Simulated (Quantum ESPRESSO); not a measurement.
# PbSe (Clausthalite) (Fm-3m) in Quantum ESPRESSO: a series of runs, part 2 of 2

Quantum ESPRESSO 7.5. The steps go on from the part before.

## Step 3: Dielectric tensor, LDA

Input file pw.in:

```
&CONTROL
  calculation = 'scf'
  prefix = 'pwscf'
  outdir = './tmp'
  pseudo_dir = './pseudo'
  tprnfor = .true.
  tstress = .true.
  disk_io = 'low'
/
&SYSTEM
  ibrav = 0
  nat = 2
  ntyp = 2
  ecutwfc = 45
  ecutrho = 360
  nbnd = 16
  occupations = 'smearing'
  smearing = 'fd'
  degauss = 0.00367493
/
&ELECTRONS
  conv_thr = 4d-10
  electron_maxstep = 120
  mixing_beta = 0.5
/
ATOMIC_SPECIES
Pb   207.2000 pb_lda_v1.uspp.F.UPF
Se    78.9710 se_lda_v1.uspp.F.UPF
CELL_PARAMETERS bohr
   0.0000000000    5.7837902633    5.7837902633
   5.7837902633    0.0000000000    5.7837902633
   5.7837902633    5.7837902633    0.0000000000
ATOMIC_POSITIONS bohr
Pb     0.0000000000    0.0000000000    0.0000000000
Se     5.7837902633    5.7837902633    5.7837902633
K_POINTS automatic
8 8 8 1 1 1
```

Input file gamma.in:

```
&CONTROL
  calculation = 'bands'
  prefix = 'pwscf'
  outdir = './tmp'
  pseudo_dir = './pseudo'
  disk_io = 'low'
  verbosity = 'high'
/
&SYSTEM
  ibrav = 0
  nat = 2
  ntyp = 2
  ecutwfc = 45
  ecutrho = 360
  nbnd = 16
  occupations = 'smearing'
  smearing = 'fd'
  degauss = 0.00367493
/
&ELECTRONS
  conv_thr = 1d-08
  electron_maxstep = 120
  mixing_beta = 0.5
  diago_full_acc = .true.
  startingwfc = 'random'
/
ATOMIC_SPECIES
Pb   207.2000 pb_lda_v1.uspp.F.UPF
Se    78.9710 se_lda_v1.uspp.F.UPF
CELL_PARAMETERS bohr
   0.0000000000    5.7837902633    5.7837902633
   5.7837902633    0.0000000000    5.7837902633
   5.7837902633    5.7837902633    0.0000000000
ATOMIC_POSITIONS bohr
Pb     0.0000000000    0.0000000000    0.0000000000
Se     5.7837902633    5.7837902633    5.7837902633
K_POINTS crystal
1
0.0 0.0 0.0 1
```

Input file scf2.in:

```
&CONTROL
  calculation = 'scf'
  prefix = 'pwscf'
  outdir = './tmp'
  pseudo_dir = './pseudo'
  tprnfor = .true.
  tstress = .true.
  disk_io = 'low'
/
&SYSTEM
  ibrav = 0
  nat = 2
  ntyp = 2
  ecutwfc = 45
  ecutrho = 360
  nbnd = 16
  occupations = 'fixed'
/
&ELECTRONS
  conv_thr = 1d-13
  electron_maxstep = 120
  mixing_beta = 0.5
  startingpot = 'file'
/
ATOMIC_SPECIES
Pb   207.2000 pb_lda_v1.uspp.F.UPF
Se    78.9710 se_lda_v1.uspp.F.UPF
CELL_PARAMETERS bohr
   0.0000000000    5.7837902633    5.7837902633
   5.7837902633    0.0000000000    5.7837902633
   5.7837902633    5.7837902633    0.0000000000
ATOMIC_POSITIONS bohr
Pb     0.0000000000    0.0000000000    0.0000000000
Se     5.7837902633    5.7837902633    5.7837902633
K_POINTS automatic
8 8 8 1 1 1
```

Input file ph.in:

```
dielectric of PbSe
&INPUTPH
  prefix = 'pwscf'
  outdir = './tmp'
  tr2_ph = 1d-18
  fildyn = 'dyn'
  niter_ph = 90
  alpha_mix(1) = 0.7
  epsil = .true.
  trans = .false.
  zeu = .true.
/
0.0000000000 0.0000000000 0.0000000000
```

Potentials or basis: GBRV 1.5 LDA.

Launch:

```bash
$ OMP_NUM_THREADS=1 pw.x -in pw.in > pw.out
$ OMP_NUM_THREADS=1 pw.x -in gamma.in > gamma.out
$ OMP_NUM_THREADS=1 pw.x -in scf2.in > scf2.out
$ OMP_NUM_THREADS=1 ph.x -in ph.in > ph.out
```

pw.out:

```text
This program is part of the open-source Quantum ESPRESSO suite
     for quantum simulation of materials; please cite
[... 9 lines left out ...]
     --------------------
     sticks:   dense  smooth     PW     G-vecs:    dense   smooth      PW
     Sum        1663     835    253                44735    15665    2733

     Using Slab Decomposition

     bravais-lattice index     =            0
     lattice parameter (alat)  =       8.1795  a.u.
     unit-cell volume          =     386.9614 (a.u.)^3
     number of atoms/cell      =            2
     number of atomic types    =            2
     number of electrons       =        20.00
     number of Kohn-Sham states=           16
     kinetic-energy cutoff     =      45.0000  Ry
     charge density cutoff     =     360.0000  Ry
     scf convergence threshold =      4.0E-10
     mixing beta               =       0.5000
     number of iterations used =            8  plain     mixing
     Exchange-correlation= SLA  PZ   NOGX NOGC
                           (   1   1   0   0   0   0   0)

     celldm(1)=   8.179515  celldm(2)=   0.000000  celldm(3)=   0.000000
     celldm(4)=   0.000000  celldm(5)=   0.000000  celldm(6)=   0.000000

     crystal axes: (cart. coord. in units of alat)
               a(1) = (   0.000000   0.707107   0.707107 )
               a(2) = (   0.707107   0.000000   0.707107 )
               a(3) = (   0.707107   0.707107   0.000000 )

     reciprocal axes: (cart. coord. in units 2 pi/alat)
               b(1) = ( -0.707107  0.707107  0.707107 )
               b(2) = (  0.707107 -0.707107  0.707107 )
               b(3) = (  0.707107  0.707107 -0.707107 )

     PseudoPot. # 1 for Pb read from file:
     pb_lda_v1.uspp.F.UPF
     Pseudo is Ultrasoft + core correction, Zval = 14.0
     Generated by new atomic code, or converted to UPF format
     Using radial grid of  899 points,  6 beta functions with:
                l(1) =   0
                l(2) =   0
                l(3) =   1
                l(4) =   1
                l(5) =   2
                l(6) =   2
     Q(r) pseudized with  6 coefficients,  rinner =    1.000   1.000   1.000
                                                       1.000   1.000

     PseudoPot. # 2 for Se read from file:
     se_lda_v1.uspp.F.UPF
     Pseudo is Ultrasoft + core correction, Zval =  6.0
     Generated by new atomic code, or converted to UPF format
     Using radial grid of  877 points,  6 beta functions with:
                l(1) =   0
                l(2) =   0
                l(3) =   1
                l(4) =   1
                l(5) =   2
                l(6) =   2
     Q(r) pseudized with  8 coefficients,  rinner =    1.300   1.300   1.300
                                                       1.300   1.300

     atomic species   valence    mass     pseudopotential
     Pb               14.00   207.20000     Pb( 1.00)
     Se                6.00    78.97100     Se( 1.00)

     48 Sym. Ops., with inversion, found

   Cartesian axes

     site n.     atom                  positions (alat units)
         1        Pb     tau(   1) = (   0.0000000   0.0000000   0.0000000  )
         2        Se     tau(   2) = (   0.7071068   0.7071068   0.7071068  )

     number of k points=    60  Fermi-Dirac smearing, width (Ry)=  0.0037
                       cart. coord. in units 2pi/alat
        k(    1) = (   0.0441942   0.0441942   0.0441942), wk =   0.0078125
        k(    2) = (   0.1325825   0.1325825  -0.0441942), wk =   0.0234375
        k(    3) = (   0.2209709   0.2209709  -0.1325825), wk =   0.0234375
        k(    4) = (   0.3093592   0.3093592  -0.2209709), wk =   0.0234375
        k(    5) = (  -0.3093592  -0.3093592   0.3977476), wk =   0.0234375
        k(    6) = (  -0.2209709  -0.2209709   0.3093592), wk =   0.0234375
[... 52 lines left out ...]
        k(   59) = (   0.3093592   0.3093592   0.3093592), wk =   0.0078125
        k(   60) = (  -0.3093592  -0.3093592   0.9280777), wk =   0.0234375

     Dense  grid:    44735 G-vectors     FFT dimensions: (  50,  50,  50)

     Smooth grid:    15665 G-vectors     FFT dimensions: (  36,  36,  36)

     Check: negative core charge=   -0.000001

     Initial potential from superposition of free atoms

     starting charge      19.9981, renormalised to      20.0000

     negative rho (up, down):  1.561E-02 0.000E+00
     Starting wfcs are   13 randomized atomic wfcs +    3 random wfcs

     Self-consistent Calculation

     iteration #  1     ecut=    45.00 Ry     beta= 0.50
     Davidson diagonalization with overlap
     ethr =  1.00E-02,  avg # of iterations =  5.0

     Threshold (ethr) on eigenvalues was too large:
     Diagonalizing with lowered threshold

     Davidson diagonalization with overlap
     ethr =  3.50E-04,  avg # of iterations =  1.6

     negative rho (up, down):  1.479E-02 0.000E+00

     total energy              =    -207.27348235 Ry
     estimated scf accuracy    <       0.06914896 Ry

     iteration #  2     ecut=    45.00 Ry     beta= 0.50
     Davidson diagonalization with overlap
     ethr =  3.46E-04,  avg # of iterations =  2.3

     negative rho (up, down):  1.496E-02 0.000E+00

     total energy              =    -207.29187732 Ry
     estimated scf accuracy    <       0.00915257 Ry

     iteration #  3     ecut=    45.00 Ry     beta= 0.50
     Davidson diagonalization with overlap
     c_bands:  1 eigenvalues not converged
     ethr =  4.58E-05,  avg # of iterations =  4.0
[... 66 lines left out ...]
     iteration #  8     ecut=    45.00 Ry     beta= 0.50
     Davidson diagonalization with overlap
     ethr =  3.88E-11,  avg # of iterations =  2.6

     negative rho (up, down):  1.511E-02 0.000E+00

     total energy              =    -207.29368054 Ry
     estimated scf accuracy    <          9.9E-10 Ry

     iteration #  9     ecut=    45.00 Ry     beta= 0.50
     Davidson diagonalization with overlap
     ethr =  4.97E-12,  avg # of iterations =  3.8

     negative rho (up, down):  1.511E-02 0.000E+00

     End of self-consistent calculation

          k = 0.0442 0.0442 0.0442 (  1965 PWs)   bands (ev):

    -8.8854  -8.8854  -8.8837  -8.8827  -8.8827  -5.7628   1.2906   5.9950
     5.9950   6.0554  12.0923  12.2400  12.2400  14.2540  14.4396  14.4396

          k = 0.1326 0.1326-0.0442 (  1971 PWs)   bands (ev):

    -8.8908  -8.8888  -8.8835  -8.8788  -8.8744  -5.6063   0.8336   5.7650
     6.1836   6.4980  10.7966  11.2515  12.0146  14.1178  14.6238  15.2126

          k = 0.2210 0.2210-0.1326 (  1970 PWs)   bands (ev):

    -8.8998  -8.8983  -8.8818  -8.8672  -8.8625  -5.2553  -0.0007   5.7240
     6.3719   7.0614   9.4120  10.1859  11.1366  14.3676  15.2085  15.4256

          k = 0.3094 0.3094-0.2210 (  1972 PWs)   bands (ev):

    -8.9082  -8.9067  -8.8805  -8.8551  -8.8533  -4.8545  -0.7702   5.8694
     6.4386   7.4882   8.4603   9.5714  10.3169  15.2044  15.3514  16.7228
[... 103 lines left out ...]
    -8.9446  -8.8955  -8.8735  -8.8620  -8.8485  -4.5200  -0.7148   4.2901
     5.3341   6.7102   9.4552  10.9009  12.1107  15.1989  15.3052  16.1953

          k = 0.2210-0.3094 0.3977 (  1974 PWs)   bands (ev):

    -8.9178  -8.9042  -8.8789  -8.8558  -8.8505  -4.7214  -0.8799   5.5735
     6.1152   7.2016   8.6762   9.8830  10.6204  15.2068  15.4462  17.2599

          k =-0.6629 0.0442 0.0442 (  1992 PWs)   bands (ev):

    -9.0133  -8.9014  -8.8663  -8.8391  -8.8386  -4.3631   0.2532   2.9430
     4.6532   4.6816  11.5467  13.1845  13.2120  13.6596  15.2033  19.3195

          k =-0.5745 0.1326-0.0442 (  1977 PWs)   bands (ev):

    -8.9909  -8.8956  -8.8729  -8.8462  -8.8421  -4.4830  -0.0283   3.5981
     4.5846   5.2869  11.6805  12.0636  12.9032  13.4162  15.2049  18.6239

          k =-0.4861 0.2210-0.1326 (  1974 PWs)   bands (ev):

    -8.9503  -8.8890  -8.8831  -8.8569  -8.8473  -4.6322  -0.4972   4.6536
     5.0532   6.1978  10.1291  11.3813  11.8676  13.9142  15.2083  17.6850

          k =-0.4861 0.0442 0.0442 (  1978 PWs)   bands (ev):

    -8.9752  -8.8975  -8.8710  -8.8491  -8.8481  -4.7414   0.1128   4.4524
     4.9142   4.9691  11.7363  11.8853  12.7549  12.8959  15.2022  18.1799

          k =-0.3977 0.1326-0.0442 (  1983 PWs)   bands (ev):

    -8.9412  -8.8905  -8.8812  -8.8581  -8.8546  -4.9760   0.0024   4.9875
     5.4130   5.9592  10.3433  11.5914  12.0024  13.2217  15.2033  17.3316

          k =-0.3094 0.0442 0.0442 (  1977 PWs)   bands (ev):

    -8.9207  -8.8906  -8.8790  -8.8661  -8.8644  -5.3000   0.4153   5.4128
     5.4257   6.7244   9.7025  12.0943  12.2588  12.8276  15.1980  16.5642

          k = 0.1326 0.1326 0.1326 (  1976 PWs)   bands (ev):

    -8.8921  -8.8921  -8.8827  -8.8736  -8.8736  -5.5324   0.6152   6.0794
     6.0794   6.4972  10.6097  11.2186  11.2186  14.1079  15.0626  15.0626

          k = 0.2210 0.2210 0.0442 (  1969 PWs)   bands (ev):

    -8.8974  -8.8973  -8.8818  -8.8721  -8.8641  -5.3154   0.2016   5.3033
     6.4405   7.1474   9.4474  10.2282  11.8659  14.4735  15.0123  15.2039
[... 118 lines left out ...]
    -8.9564  -8.8898  -8.8791  -8.8574  -8.8469  -4.4810  -0.6149   4.0342
     5.4787   5.9229  10.3261  11.0119  12.3688  14.3780  15.2089  17.2168

          k = 0.3094 0.3094 0.3094 (  1955 PWs)   bands (ev):

    -8.9083  -8.9083  -8.8811  -8.8513  -8.8513  -4.7798  -0.9573   6.3856
     6.3856   7.5810   8.2948   9.5361   9.5361  15.2096  15.8774  17.5994

          k =-0.3094-0.3094 0.9281 (  1978 PWs)   bands (ev):

    -8.9210  -8.9043  -8.8778  -8.8553  -8.8505  -4.6538  -0.9355   5.3258
     6.1646   7.0158   8.8419   9.8338  10.8468  15.2084  15.8394  17.0157

     the Fermi energy is     7.9359 ev

!    total energy              =    -207.29368054 Ry
     estimated scf accuracy    <          1.0E-11 Ry
     smearing contrib. (-TS)   =      -0.00000082 Ry
     internal energy E=F+TS    =    -207.29367971 Ry

     The total energy is F=E-TS. E is the sum of the following terms:
     one-electron contribution =     -39.78986382 Ry
     hartree contribution      =      32.66404621 Ry
     xc contribution           =     -92.38705842 Ry
     ewald contribution        =    -107.78080369 Ry

     convergence has been achieved in   9 iterations

     negative rho (up, down):  1.511E-02 0.000E+00

     Forces acting on atoms (cartesian axes, Ry/au):

     atom    1 type  1   force =    -0.00000000    0.00000000    0.00000000
     atom    2 type  2   force =     0.00000000    0.00000000   -0.00000000

     Total force =     0.000000     Total SCF correction =     0.000000

     Computing stress (Cartesian axis) and pressure

     negative rho (up, down):  1.511E-02 0.000E+00
          total   stress  (Ry/bohr**3)                   (kbar)     P=      -22.57
  -0.00015345   0.00000000  -0.00000000          -22.57        0.00       -0.00
   0.00000000  -0.00015345   0.00000000            0.00      -22.57        0.00
  -0.00000000   0.00000000  -0.00015345           -0.00        0.00      -22.57

=------------------------------------------------------------------------------=
   JOB DONE.
=------------------------------------------------------------------------------=
```

It took 3.8 min on 1 thread of Intel Xeon 6975P-C (Granite Rapids), shared host; peak memory 0.22 GiB.

What came out:

| Property | Result |
| --- | --- |
| Free energy | -2820.3742 eV |
| Pressure | -2.3 GPa |
| Electronic dielectric tensor (diagonal) | 23.39 |
| Born charges (mean of the diagonal) | Pb +5.01; Se -4.99 e |

Electronic dielectric tensor:
```
23.39  0.00  0.00
 0.00 23.39  0.00
 0.00  0.00 23.39
```

Born effective charge tensors (e):
atom 1, Pb
```
5.01 0.00 0.00
0.00 5.01 0.00
0.00 0.00 5.01
```
atom 2, Se
```
-4.99  0.00  0.00
 0.00 -4.99  0.00
 0.00  0.00 -4.99
```

Spin-orbit coupling is left out, which matters for the levels of Pb.

## Step 4: Dielectric tensor, LDA

pw.in, as its differences from that of step 3:

```diff
@@ -36,2 +36,2 @@
 K_POINTS automatic
-8 8 8 1 1 1
+10 10 10 1 1 1
```

gamma.in is that of step 3.

scf2.in, as its differences from that of step 3:

```diff
@@ -35,2 +35,2 @@
 K_POINTS automatic
-8 8 8 1 1 1
+10 10 10 1 1 1
```

ph.in is that of step 3.

Potentials or basis: GBRV 1.5 LDA.

Launch:

```bash
$ OMP_NUM_THREADS=1 pw.x -in pw.in > pw.out
$ OMP_NUM_THREADS=1 pw.x -in gamma.in > gamma.out
$ OMP_NUM_THREADS=1 pw.x -in scf2.in > scf2.out
$ OMP_NUM_THREADS=1 ph.x -in ph.in > ph.out
```

pw.out:

```text
This program is part of the open-source Quantum ESPRESSO suite
     for quantum simulation of materials; please cite
[... 9 lines left out ...]
     --------------------
     sticks:   dense  smooth     PW     G-vecs:    dense   smooth      PW
     Sum        1663     835    253                44735    15665    2733

     Using Slab Decomposition

     bravais-lattice index     =            0
     lattice parameter (alat)  =       8.1795  a.u.
     unit-cell volume          =     386.9614 (a.u.)^3
     number of atoms/cell      =            2
     number of atomic types    =            2
     number of electrons       =        20.00
     number of Kohn-Sham states=           16
     kinetic-energy cutoff     =      45.0000  Ry
     charge density cutoff     =     360.0000  Ry
     scf convergence threshold =      4.0E-10
     mixing beta               =       0.5000
     number of iterations used =            8  plain     mixing
     Exchange-correlation= SLA  PZ   NOGX NOGC
                           (   1   1   0   0   0   0   0)

     celldm(1)=   8.179515  celldm(2)=   0.000000  celldm(3)=   0.000000
     celldm(4)=   0.000000  celldm(5)=   0.000000  celldm(6)=   0.000000

     crystal axes: (cart. coord. in units of alat)
               a(1) = (   0.000000   0.707107   0.707107 )
               a(2) = (   0.707107   0.000000   0.707107 )
               a(3) = (   0.707107   0.707107   0.000000 )

     reciprocal axes: (cart. coord. in units 2 pi/alat)
               b(1) = ( -0.707107  0.707107  0.707107 )
               b(2) = (  0.707107 -0.707107  0.707107 )
               b(3) = (  0.707107  0.707107 -0.707107 )

[... 43 lines left out ...]

     Dense  grid:    44735 G-vectors     FFT dimensions: (  50,  50,  50)

     Smooth grid:    15665 G-vectors     FFT dimensions: (  36,  36,  36)

     Check: negative core charge=   -0.000001

     Initial potential from superposition of free atoms

     starting charge      19.9981, renormalised to      20.0000

     negative rho (up, down):  1.561E-02 0.000E+00
     Starting wfcs are   13 randomized atomic wfcs +    3 random wfcs

     Self-consistent Calculation

     iteration #  1     ecut=    45.00 Ry     beta= 0.50
     Davidson diagonalization with overlap
     ethr =  1.00E-02,  avg # of iterations =  5.1

     Threshold (ethr) on eigenvalues was too large:
     Diagonalizing with lowered threshold

     Davidson diagonalization with overlap
     ethr =  3.50E-04,  avg # of iterations =  1.7

     negative rho (up, down):  1.479E-02 0.000E+00
[... 107 lines left out ...]
     iteration #  9     ecut=    45.00 Ry     beta= 0.50
     Davidson diagonalization with overlap
     ethr =  5.54E-12,  avg # of iterations =  3.8

     negative rho (up, down):  1.511E-02 0.000E+00

     End of self-consistent calculation

     Number of k-points >= 100: set verbosity='high' to print the bands.

     the Fermi energy is     7.9184 ev

!    total energy              =    -207.29367740 Ry
     estimated scf accuracy    <          1.2E-11 Ry
     smearing contrib. (-TS)   =      -0.00000173 Ry
     internal energy E=F+TS    =    -207.29367567 Ry

     The total energy is F=E-TS. E is the sum of the following terms:
     one-electron contribution =     -39.78988949 Ry
     hartree contribution      =      32.66410275 Ry
     xc contribution           =     -92.38708525 Ry
     ewald contribution        =    -107.78080369 Ry

     convergence has been achieved in   9 iterations

     negative rho (up, down):  1.511E-02 0.000E+00

     Forces acting on atoms (cartesian axes, Ry/au):

     atom    1 type  1   force =    -0.00000000    0.00000000    0.00000000
     atom    2 type  2   force =     0.00000000   -0.00000000   -0.00000000

     Total force =     0.000000     Total SCF correction =     0.000000

     Computing stress (Cartesian axis) and pressure

     negative rho (up, down):  1.511E-02 0.000E+00
          total   stress  (Ry/bohr**3)                   (kbar)     P=      -22.56
  -0.00015334   0.00000000  -0.00000000          -22.56        0.00       -0.00
   0.00000000  -0.00015334   0.00000000            0.00      -22.56        0.00
  -0.00000000   0.00000000  -0.00015334           -0.00        0.00      -22.56

=------------------------------------------------------------------------------=
   JOB DONE.
=------------------------------------------------------------------------------=
```

gamma.out:

```text
This program is part of the open-source Quantum ESPRESSO suite
     for quantum simulation of materials; please cite
         "P. Giannozzi et al., J. Phys.:Condens. Matter 21 395502 (2009);
         "P. Giannozzi et al., J. Phys.:Condens. Matter 29 465901 (2017);
         "P. Giannozzi et al., J. Chem. Phys. 152 154105 (2020);
     in publications or presentations arising from this work. More details at
[... 594 lines left out ...]

    -8.8846  -8.8846  -8.8839  -8.8839  -8.8839  -5.7928   1.3921   5.9846
     5.9846   5.9846  12.4338  12.4338  12.4338  14.3461  14.3461  14.3461

=------------------------------------------------------------------------------=
   JOB DONE.
=------------------------------------------------------------------------------=
```

It took 5.8 min on 1 thread of Intel Xeon 6975P-C (Granite Rapids), shared host; peak memory 0.24 GiB.

Results:

* Free energy: -2820.3742 eV
* Pressure: -2.3 GPa
* Electronic dielectric tensor (diagonal): 23.61
* Born charges (mean of the diagonal): Pb +4.98; Se -4.97 e

Electronic dielectric tensor:
```
23.61  0.00  0.00
 0.00 23.61  0.00
 0.00  0.00 23.61
```

Born effective charge tensors (e):
atom 1, Pb
```
4.98 0.00 0.00
0.00 4.98 0.00
0.00 0.00 4.98
```
atom 2, Se
```
-4.97  0.00  0.00
 0.00 -4.97  0.00
 0.00  0.00 -4.97
```

## Step 5: Overview

| k mesh | pressure (GPa) |
| --- | --- |
| 6 × 6 × 6, shifted | -2.3 |
| 8 × 8 × 8, shifted | -2.3 |
| 10 × 10 × 10, shifted | -2.3 |

Alike in all rows: task dielectric tensor; level LDA; potentials or basis GBRV 1.5 LDA; no spin polarisation; cell as given; cutoff (eV) 612; smearing fermi-dirac 0.05 eV.

Total energies depend on the potentials used, so only differences within one code and one set of settings carry meaning.
